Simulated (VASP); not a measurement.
# Zn in VASP: further runs, part 2 of 2

VASP 6.6.1.

## Step 3: Work function, PBE

Input file INCAR:

```
SYSTEM = Zn
PREC = Accurate
ENCUT = 520
EDIFF = 1E-6
ISMEAR = -1
SIGMA = 0.05
LREAL = .FALSE.
LASPH = .TRUE.
NELM = 100
ALGO = Normal
ISIF = 2
LWAVE = .FALSE.
LCHARG = .FALSE.
LDIPOL = .TRUE.
IDIPOL = 3
DIPOL = 0.5 0.5 0.500
GGA = PE
EFIELD = -0.3
LVHAR = .TRUE.
LVACPOTAV = .TRUE.
```

Input file KPOINTS:

```
Automatic mesh
0
G
  11 11 1
  0 0 0
```

Input file POSCAR:

```
Zn
1.0
    2.6647980532      0.0000000000      0.0000000000
   -1.3323990266      2.3077828100      0.0000000000
    0.0000000000      0.0000000000     29.8401000000
Zn
7
Direct
    0.6666666667      0.3333333334      0.2513396403
    0.3333333333      0.6666666666      0.3342264269
    0.6666666667      0.3333333334      0.4171132134
    0.3333333333      0.6666666666      0.5000000000
    0.6666666667      0.3333333334      0.5828867866
    0.3333333333      0.6666666666      0.6657735731
    0.6666666667      0.3333333334      0.7486603597
```

Potentials or basis: VASP PAW PBE potentials, release 64 (Zn).

Command:

```console
cat potpaw_PBE.64/Zn/POTCAR > POTCAR
mpirun -np 1 vasp_std > vasp.out
```

OUTCAR:

```text
SYSTEM = Zn
   PREC = Accurate
   ENCUT = 520
   EDIFF = 1E-6
   ISMEAR = -1
   LREAL = .FALSE.
   LASPH = .TRUE.
   NELM = 100
   ISIF = 2
   GGA = PE

 ion  position               nearest neighbor table
   1  0.667  0.333  0.251-   2 2.91   2 2.91   2 2.91
   2  0.333  0.667  0.334-   3 2.91   3 2.91   3 2.91   1 2.91   1 2.91   1 2.91
   3  0.667  0.333  0.417-   2 2.91   2 2.91   2 2.91   4 2.91   4 2.91   4 2.91
   4  0.333  0.667  0.500-   3 2.91   5 2.91   3 2.91   5 2.91   3 2.91   5 2.91
   5  0.667  0.333  0.583-   6 2.91   6 2.91   6 2.91   4 2.91   4 2.91   4 2.91
   6  0.333  0.667  0.666-   5 2.91   5 2.91   5 2.91   7 2.91   7 2.91   7 2.91
   7  0.667  0.333  0.749-   6 2.91   6 2.91   6 2.91

  LATTYP: Found a hexagonal cell.
 ALAT       =     2.6647980532
 C/A-ratio  =    11.1978841940

  Lattice vectors:

 A1 = (   2.6647980532,   0.0000000000,   0.0000000000)
 A2 = (  -1.3323990266,   2.3077828100,   0.0000000000)
 A3 = (   0.0000000000,   0.0000000000,  29.8401000000)

Analysis of symmetry for initial positions (statically):
=====================================================================
 Subroutine PRICEL returns:
 Original cell was already a primitive cell.

 Routine SETGRP: Setting up the symmetry group for a
 hexagonal supercell.

 Subroutine GETGRP returns: Found 12 space group operations
 (whereof 12 operations were pure point group operations)
 out of a pool of 24 trial point group operations.

The static configuration has the point symmetry D_3h.

Analysis of symmetry for dynamics (positions and initial velocities):
=====================================================================
 An external electric field (EFIELD) may reduce the allowed symmetry operations
 Subroutine PRICEL returns:
 Original cell was already a primitive cell.

 Routine SETGRP: Setting up the symmetry group for a
 hexagonal supercell.

 Subroutine GETGRP returns: Found  6 space group operations
 (whereof  6 operations were pure point group operations)
 out of a pool of 24 trial point group operations.

The dynamic configuration has the point symmetry C_3v.

 Subroutine INISYM returns: Found  6 space group operations
 (whereof  6 operations are pure point group operations),
 and found     1 'primitive' translations

----------------------------------------------------------------------------------------

                                     Primitive cell

  volume of cell :     183.5099

  direct lattice vectors                    reciprocal lattice vectors
     2.664798053  0.000000000  0.000000000     0.375262958  0.216658170  0.000000000
    -1.332399027  2.307782810  0.000000000     0.000000000  0.433316340  0.000000000
     0.000000000  0.000000000 29.840100000     0.000000000  0.000000000  0.033511952

  length of vectors
     2.664798053  2.664798053 29.840100000     0.433316340  0.433316340  0.033511952

  position of ions in fractional coordinates (direct lattice)
     0.666666667  0.333333333  0.251339640
     0.333333333  0.666666667  0.334226427
     0.666666667  0.333333333  0.417113213
     0.333333333  0.666666667  0.500000000
     0.666666667  0.333333333  0.582886787
[... 45 lines left out ...]
  0.363636 -0.000000  0.000000      6.000000
  0.454545 -0.000000  0.000000      6.000000
[... 8 lines left out ...]
  0.272727  0.272727  0.000000      6.000000
  0.363636  0.272727  0.000000      6.000000
   k-points           NKPTS =     16   k-points in BZ     NKDIM =     16   number of bands    NBANDS=     50
   number of dos      NEDOS =    301   number of ions     NIONS =      7
   total plane-waves  NPLWV =  89600
   dimension x,y,z NGX =    20 NGY =   20 NGZ =  224
   dimension x,y,z NGXF=    40 NGYF=   40 NGZF=  448
   ions per type =               7
   NGX,Y,Z   is equivalent  to a cutoff of  12.48, 12.48, 12.48 a.u.
   NGXF,Y,Z  is equivalent  to a cutoff of  24.95, 24.95, 24.96 a.u.
 SYSTEM =  Zn
   PREC   = accura    normal or accurate (medium, high low for compatibility)
   ISTART =      0    job   : 0-new  1-cont  2-samecut
   ICHARG =      2    charge: 1-file 2-atom 10-const
   ISPIN  =      1    spin polarized calculation?
   LNONCOLLINEAR =      F non collinear calculations
   LSORBIT =      F    spin-orbit coupling
   LASPH  =      T    aspherical Exc in radial PAW
   ENCUT  =  520.0 eV  38.22 Ry    6.18 a.u.   4.95  4.95 55.48*2*pi/ulx,y,z
   NELM   =    100;   NELMIN=  2; NELMDL= -5     # of ELM steps
   EDIFF  = 0.1E-05   stopping-criterion for ELM
   LREAL  =      F    real-space projection
   EDIFFG = 0.1E-04   stopping-criterion for IOM
   NSW    =      0    number of steps for IOM
   IBRION =     -1    ionic relax: 0-MD 1-quasi-New 2-CG
   NFREE  =      0    steps in history (QN), initial steepest desc. (CG)
   ISIF   =      2    stress and relaxation
   ISYM   =      2    0-nonsym 1-usesym 2-fastsym
   POTIM  = 0.5000    time-step for ionic-motion
   TEBEG  =    0.0;   TEEND  =   0.0 temperature during run
   PSTRESS=    0.0 pullay stress
   NELECT =      84.0000    total number of electrons
   NUPDOWN=      -1.0000    fix difference up-down
   EMIN   =  10.00;   EMAX   =-10.00  energy-range for DOS
   EFERMI =   0.00;   METHOD = LEGACY
   ISMEAR =    -1;   SIGMA  =   0.05  broadening in eV -4-tet -1-fermi 0-gaus
   EFERMI_NEDOS =   21; number of points for ismear=-14 and -15
   IALGO  =     38    algorithm
   IMIX   =      4    mixing-type and parameters
     AMIX     =   0.40;   BMIX     =  1.00
     AMIX_MAG =   1.60;   BMIX_MAG =  1.00
  volume/ion in A,a.u.               =      26.22       176.91
  Fermi-wavevector in a.u.,A,eV,Ry     =   1.261677  2.384223 21.658137  1.591828
  Thomas-Fermi vector in A             =   2.395124
   LORBIT       =      0    0 simple, 1 ext, 2 COOP (PROOUT), +10 PAW based schemes
   GGA     = PE    functional components
   LHFCALC =     F    Hartree Fock is set to
   AEXX    =    0.0000 exact exchange contribution
   IVDW    =     0    specifies the selected vdW correction
   LEPSILON=     F    determine dielectric tensor
   LRPA    =     F    only Hartree local field effects (RPA)
 non-spin polarized calculation
  energy-cutoff  :      520.00
  volume of cell :      183.51
 maximum number of plane-waves:      5017
 NGX is ok and might be reduce to    20
   NGX =  9   NGY =  9   NGZ =111

 dipolmoment           0.000000      0.000000      0.000000 electrons x Angstroem

 number of electron      84.0000007 magnetization

 dipolmoment           0.000000      0.000000     -0.183291 electrons x Angstroem

 Free energy of the ion-electron system (eV)
  ---------------------------------------------------
  ext. energy  EPLUGINS =         0.00000000
  ---------------------------------------------------
  free energy    TOTEN  =        -7.46147881 eV

  energy without entropy =       -7.43264350  energy(sigma->0) =       -7.44706115

 E-fermi :  -0.0109     XC(G=0):  -7.2620

 val. band max:       -0.0721206941   @ k =   0.2727   0.1818   0.0000
 cond. band min:       0.0039359636   @ k =   0.3636   0.1818   0.0000
 fundamental gap:      0.0760566577
 Fermi energy:        -0.0108795944

 k-point     1 :       0.0000    0.0000    0.0000
  band No.  band energies     occupation
      1     -10.1660      2.00000
      2      -9.8422      2.00000
      3      -9.3703      2.00000
      4      -8.8497      2.00000
      5      -8.5646      2.00000
      6      -8.4612      2.00000
[... 837 lines left out ...]
     49       3.1382      0.00000
     50       3.3603      0.00000

------------------------ aborting loop because EDIFF is reached ----------------------------------------

  FORCE on cell =-STRESS in cart. coord.  units (eV):
  Direction    XX          YY          ZZ          XY          YZ          ZX
  --------------------------------------------------------------------------------------
  -------------------------------------------------------------------------------------
  Total       -0.9595542     -0.9595542     -0.3732957      0.0000000      0.0000000      0.0000000
  in kB       -8.3776188     -8.3776188     -3.2591481      0.0000000      0.0000000      0.0000000
  external PRESSURE =      -6.6714619 kB  Pullay stress =       0.0000000 kB

 VOLUME and BASIS-vectors are now :
 -----------------------------------------------------------------------------
  energy-cutoff  :      520.00
  volume of cell :      183.51
      direct lattice vectors                 reciprocal lattice vectors
     2.664798053  0.000000000  0.000000000     0.375262958  0.216658170  0.000000000
    -1.332399027  2.307782810  0.000000000     0.000000000  0.433316340  0.000000000
     0.000000000  0.000000000 29.840100000     0.000000000  0.000000000  0.033511952

 POSITION                                       TOTAL-FORCE (eV/Angst)
 -----------------------------------------------------------------------------------
      1.33240      0.76926      7.50000        -0.000000     -0.000000     -0.044620
     -0.00000      1.53852      9.97335         0.000000     -0.000000      0.148697
      1.33240      0.76926     12.44670        -0.000000      0.000000     -0.094632
     -0.00000      1.53852     14.92005         0.000000     -0.000000      0.000306
      1.33240      0.76926     17.39340        -0.000000     -0.000000      0.091290
     -0.00000      1.53852     19.86675         0.000000     -0.000000     -0.156840
      1.33240      0.76926     22.34010        -0.000000      0.000000      0.055799
 -----------------------------------------------------------------------------------
    total drift:                                0.000003     -0.000002     -0.000073

  FREE ENERGIE OF THE ION-ELECTRON SYSTEM (eV)
  ---------------------------------------------------
  free  energy   TOTEN  =        -7.4614788095 eV

  energy  without entropy=       -7.4326434997  energy(sigma->0) =       -7.44706115
```

Run time: 9.8 min. Hardware: 1 thread of Intel Xeon Platinum 8488C (Sapphire Rapids), shared host; peak memory 0.32 GiB.

What came out:

- Free energy: -7.4615 eV
- Largest force: 0.157 eV/Å
- Band gap on the k mesh: none (metal or under the smearing width)

Forces in eV/Å, atoms in the order of the input:
```
Zn   0.000  0.000 -0.045
Zn   0.000  0.000  0.149
Zn   0.000  0.000 -0.095
Zn   0.000  0.000  0.000
Zn   0.000  0.000  0.091
Zn   0.000  0.000 -0.157
Zn   0.000  0.000  0.056
```

## Step 4: Work function, PBE

INCAR: that of step 3 with these lines changed.

```diff
@@ -17,3 +17,3 @@
 GGA = PE
-EFIELD = -0.3
+EFIELD = -0.1
 LVHAR = .TRUE.
```

KPOINTS is that of step 3.

POSCAR is that of step 3.

Potentials or basis: VASP PAW PBE potentials, release 64 (Zn).

Command:

```console
cat potpaw_PBE.64/Zn/POTCAR > POTCAR
mpirun -np 1 vasp_std > vasp.out
```

OUTCAR:

```text
SYSTEM = Zn
   PREC = Accurate
   ENCUT = 520
   EDIFF = 1E-6
   ISMEAR = -1
   LREAL = .FALSE.
   LASPH = .TRUE.
   NELM = 100
   ISIF = 2
   GGA = PE

 ion  position               nearest neighbor table
   1  0.667  0.333  0.251-   2 2.91   2 2.91   2 2.91
   2  0.333  0.667  0.334-   3 2.91   3 2.91   3 2.91   1 2.91   1 2.91   1 2.91
   3  0.667  0.333  0.417-   2 2.91   2 2.91   2 2.91   4 2.91   4 2.91   4 2.91
   4  0.333  0.667  0.500-   3 2.91   5 2.91   3 2.91   5 2.91   3 2.91   5 2.91
   5  0.667  0.333  0.583-   6 2.91   6 2.91   6 2.91   4 2.91   4 2.91   4 2.91
[... 1055 lines left out ...]
  Total       -0.9335288     -0.9335288     -0.3220576      0.0000000      0.0000000     -0.0000000
  in kB       -8.1503978     -8.1503978     -2.8118012      0.0000000      0.0000000     -0.0000000
  external PRESSURE =      -6.3708656 kB  Pullay stress =       0.0000000 kB

 VOLUME and BASIS-vectors are now :
 -----------------------------------------------------------------------------
  energy-cutoff  :      520.00
  volume of cell :      183.51
      direct lattice vectors                 reciprocal lattice vectors
     2.664798053  0.000000000  0.000000000     0.375262958  0.216658170  0.000000000
    -1.332399027  2.307782810  0.000000000     0.000000000  0.433316340  0.000000000
     0.000000000  0.000000000 29.840100000     0.000000000  0.000000000  0.033511952

 POSITION                                       TOTAL-FORCE (eV/Angst)
 -----------------------------------------------------------------------------------
      1.33240      0.76926      7.50000         0.000000      0.000000     -0.046548
     -0.00000      1.53852      9.97335        -0.000000     -0.000000      0.151771
      1.33240      0.76926     12.44670         0.000000      0.000000     -0.093878
     -0.00000      1.53852     14.92005         0.000000     -0.000000      0.000033
      1.33240      0.76926     17.39340         0.000000     -0.000000      0.092450
     -0.00000      1.53852     19.86675         0.000000     -0.000000     -0.154319
      1.33240      0.76926     22.34010        -0.000000     -0.000000      0.050491
 -----------------------------------------------------------------------------------
    total drift:                                0.000003     -0.000002     -0.001876

  FREE ENERGIE OF THE ION-ELECTRON SYSTEM (eV)
  ---------------------------------------------------
  free  energy   TOTEN  =        -7.4370461414 eV

  energy  without entropy=       -7.4081978004  energy(sigma->0) =       -7.42262197
```

stdout:

```text
POSCAR found type information on POSCAR Zn
 POSCAR found :  1 types and       7 ions
 scaLAPACK will be used
 LDA part: xc-table for (Slater+PW92), standard interpolation
 POSCAR, INCAR and KPOINTS ok, starting setup
 FFT: planning ... GRIDC
[... 27 lines left out ...]
|           W    W  A    A  R    R  N    N  II  N    N   GGGG   !!!           |
|                                                                             |
|     Did not find any points to average over, which means that no vacuum     |
|     field-free region was found. Please increase the size of  your cell     |
|     in the dimension of the dipole correction to obtain accurate            |
|     workfunction values.                                                    |
|                                                                             |
 -----------------------------------------------------------------------------
```

Wall time 3.3 min (1 thread of Intel Xeon Platinum 8488C (Sapphire Rapids), shared host); peak memory 0.32 GiB.

Results:

```
Free energy            : -7.4370 eV
Largest force          : 0.154 eV/Å
Band gap on the k mesh : none (metal or under the smearing width)
```

Forces on the atoms (eV/Å):
```
Zn   0.000  0.000 -0.047
Zn   0.000  0.000  0.152
Zn   0.000  0.000 -0.094
Zn   0.000  0.000  0.000
Zn   0.000  0.000  0.092
Zn   0.000  0.000 -0.154
Zn   0.000  0.000  0.050
```

Levels at points of the mesh, in eV from the Fermi level:
```tsv
k point	band 39	band 40	band 41	band 42	band 43	band 44	band 45	band 46
(0.00, 0.00, 0.00)	-6.92	-6.62	-5.49	-4.00	-2.75	-0.82	1.05	2.76
```
